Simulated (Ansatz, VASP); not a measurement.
## One calculation of Tl, two programs

```
Tl
1.0
     0.00177    2.50374    2.41037
     2.43513   -0.00062    2.41276
     2.46777    2.53878   -0.03326
Tl
1
Direct
  0.00000 0.00000 0.00000
```

This isn't the form of Tl at room conditions, which is hcp.

Alike in both runs: task single point; functional PBE; k mesh 9 × 9 × 9; occupations methfessel-paxton of order 1, width 0.1 eV; collinear spin.

```csv
,VASP,Ansatz
version,VASP 6.6.1,Ansatz 0.2.0
potentials or method,"VASP PAW PBE potentials, release 64 (Tl_d), cutoff 520 eV","all-electron LAPW, scalar-relativistic"
```

```csv
,VASP,Ansatz,Ansatz less VASP
gap on the k mesh at the Fermi level (eV),none,none,-
pressure (GPa),1.1,1.2,+0.07
largest component of the traceless stress (GPa),0.32,0.31,-0.004
net moment per atom (μB),0.00,0.00,0.000
```

A gap of «none» marks a metal or a gap that the smearing closes. Ansatz ran all-electron here, so the differences hold the error of VASP's frozen core and of both bases.

Caveats: the starting moments weren't kept (Ansatz). The runs have no spin-orbit coupling, so splittings on Tl are missing.
